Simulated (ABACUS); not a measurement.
# BP (F-43m) in ABACUS: equation of state, part 2 of 2

ABACUS 3.10.1. Earlier steps stand in the parts before.

## 3. Equation of state, PBEsol, 11.21 Å³/atom (volume scaled by 0.96)

File INPUT:

```
INPUT_PARAMETERS
suffix              BP
calculation         scf
basis_type          pw
pseudo_dir          ./
symmetry            1
dft_functional      pbesol
ecutwfc             76
pseudo_rcut         7
nspin               1
nbands              8
ks_solver           dav
smearing_method     fd
smearing_sigma      0.00367493
scf_thr             1e-08
scf_nmax            100
mixing_type         broyden
mixing_beta         0.7
cal_force           1
cal_stress          1
kpar                4
```

File STRU:

```
ATOMIC_SPECIES
P 30.9738 P.upf
B 10.8100 B.upf

LATTICE_CONSTANT
1.8897261246

LATTICE_VECTORS
0.0000000000 2.2383340787 2.2383340787
2.2383340787 0.0000000000 2.2383340787
2.2383340787 2.2383340787 0.0000000000

ATOMIC_POSITIONS
Direct

P
0.0
1
0.7500000000 0.7500000000 0.7500000000 1 1 1

B
0.0
1
0.0000000000 0.0000000000 0.0000000000 1 1 1
```

File KPT:

```
K_POINTS
0
Gamma
10 10 10 0 0 0
```

Potentials or basis: PseudoDojo NC SR 0.4.1 PBEsol standard, plane waves.

Launch:

```console
OMP_NUM_THREADS=1 mpirun -np 4 abacus > log
```

Wall time 1.8 s (4 MPI ranks of AMD EPYC 9R45 (Zen 5), shared host); peak memory 0.28 GiB.

The run converged. Its results:

```yaml
Free_energy: -269.1150 eV
Pressure: 5.2 GPa
Band_gap_on_the_k_mesh: 1.09 eV, indirect (least direct gap 3.42 eV)
```

## 4. Equation of state, PBEsol, 11.45 Å³/atom (volume scaled by 0.98)

INPUT is that of step 3.

STRU, as its differences from that of step 3:

```diff
@@ -8,5 +8,5 @@
 LATTICE_VECTORS
-0.0000000000 2.2383340787 2.2383340787
-2.2383340787 0.0000000000 2.2383340787
-2.2383340787 2.2383340787 0.0000000000
+0.0000000000 2.2537713532 2.2537713532
+2.2537713532 0.0000000000 2.2537713532
+2.2537713532 2.2537713532 0.0000000000
```

KPT is that of step 3.

Launch:

```console
OMP_NUM_THREADS=1 mpirun -np 4 abacus > log
```

Wall time 1.8 s (4 MPI ranks of AMD EPYC 9R45 (Zen 5), shared host); peak memory 0.28 GiB.

Results (log left out):

* Free energy: -269.1248 eV
* Pressure: 1.5 GPa
* Band gap on the k mesh: 1.11 eV, indirect (least direct gap 3.39 eV)

## 5. Equation of state, PBEsol, 11.68 Å³/atom

INPUT is that of step 4.

STRU, as its differences from that of step 4:

```diff
@@ -8,5 +8,5 @@
 LATTICE_VECTORS
-0.0000000000 2.2537713532 2.2537713532
-2.2537713532 0.0000000000 2.2537713532
-2.2537713532 2.2537713532 0.0000000000
+0.0000000000 2.2690000000 2.2690000000
+2.2690000000 0.0000000000 2.2690000000
+2.2690000000 2.2690000000 0.0000000000
```

KPT is that of step 4.

Launch:

```console
OMP_NUM_THREADS=1 mpirun -np 4 abacus > log
```

Run time: 1.8 s. Hardware: 4 MPI ranks of AMD EPYC 9R45 (Zen 5), shared host; peak memory 0.28 GiB.

It converged, with:

| Property | Result |
| --- | --- |
| Free energy | -269.1241 eV |
| Pressure | -1.9 GPa |
| Band gap on the k mesh | 1.14 eV, indirect (least direct gap 3.36 eV) |

## 6. Equation of state, PBEsol, 11.92 Å³/atom (volume scaled by 1.02)

INPUT is that of step 5.

STRU, as its differences from that of step 5:

```diff
@@ -8,5 +8,5 @@
 LATTICE_VECTORS
-0.0000000000 2.2690000000 2.2690000000
-2.2690000000 0.0000000000 2.2690000000
-2.2690000000 2.2690000000 0.0000000000
+0.0000000000 2.2840269280 2.2840269280
+2.2840269280 0.0000000000 2.2840269280
+2.2840269280 2.2840269280 0.0000000000
```

KPT is that of step 5.

Potentials or basis: PseudoDojo NC SR 0.4.1 PBEsol standard, plane waves.

Launch:

```console
OMP_NUM_THREADS=1 mpirun -np 4 abacus > log
```

Wall time 1.8 s (4 MPI ranks of AMD EPYC 9R45 (Zen 5), shared host); peak memory 0.28 GiB.

Results (log left out):

* Free energy: -269.1141 eV
* Pressure: -5.0 GPa
* Band gap on the k mesh: 1.16 eV, indirect (least direct gap 3.33 eV)

## 7. Equation of state, PBEsol, 12.15 Å³/atom (volume scaled by 1.04)

INPUT is that of step 6.

STRU, as its differences from that of step 6:

```diff
@@ -8,5 +8,5 @@
 LATTICE_VECTORS
-0.0000000000 2.2840269280 2.2840269280
-2.2840269280 0.0000000000 2.2840269280
-2.2840269280 2.2840269280 0.0000000000
+0.0000000000 2.2988586873 2.2988586873
+2.2988586873 0.0000000000 2.2988586873
+2.2988586873 2.2988586873 0.0000000000
```

KPT is that of step 6.

Launch:

```console
OMP_NUM_THREADS=1 mpirun -np 4 abacus > log
```

Run time: 1.8 s. Hardware: 4 MPI ranks of AMD EPYC 9R45 (Zen 5), shared host; peak memory 0.28 GiB.

Results (log left out):

* Free energy: -269.0954 eV
* Pressure: -7.8 GPa
* Band gap on the k mesh: 1.19 eV, indirect (least direct gap 3.30 eV)

## 8. Equation of state, PBEsol, 12.38 Å³/atom (volume scaled by 1.06)

INPUT is that of step 7.

STRU, as its differences from that of step 7:

```diff
@@ -8,5 +8,5 @@
 LATTICE_VECTORS
-0.0000000000 2.2988586873 2.2988586873
-2.2988586873 0.0000000000 2.2988586873
-2.2988586873 2.2988586873 0.0000000000
+0.0000000000 2.3135014941 2.3135014941
+2.3135014941 0.0000000000 2.3135014941
+2.3135014941 2.3135014941 0.0000000000
```

KPT is that of step 7.

Launch:

```console
OMP_NUM_THREADS=1 mpirun -np 4 abacus > log
```

Wall time 1.8 s (4 MPI ranks of AMD EPYC 9R45 (Zen 5), shared host); peak memory 0.28 GiB.

Results (log left out):

```yaml
Free_energy: -269.0690 eV
Pressure: -10.3 GPa
Band_gap_on_the_k_mesh: 1.21 eV, indirect (least direct gap 3.28 eV)
```

## 9. Equation of state, PBEsol

Potentials or basis: PseudoDojo NC SR 0.4.1 PBEsol standard, plane waves.

This step only gathers the single runs of the series.

Results:

```
Equilibrium volume                      : 11.55 Å³/atom
Bulk modulus                            : 169 GPa
Pressure derivative of the bulk modulus : 3.8
```

Energy against volume, from the lowest point:
```
volume (Å³/atom)  energy (meV/atom)
          10.981              15.49
          11.214               4.88
          11.448               0.00
          11.682               0.31
          11.915               5.35
          12.149              14.66
          12.383              27.87
```

## 10. Against experiment

Step 9. Measured bulk modulus of BP: 179 GPa (300 K; “Equation of state of single-crystal cubic boron phosphide”, 2014, arxiv:1407.1677). This calculation gives 169 GPa (-5.7 %). 3 values of this kind are on record (173 to 179 GPa); this one was drawn at random among those near their median, those with a stated uncertainty first. The fit is for a static lattice scaled at fixed shape and fixed fractional positions.
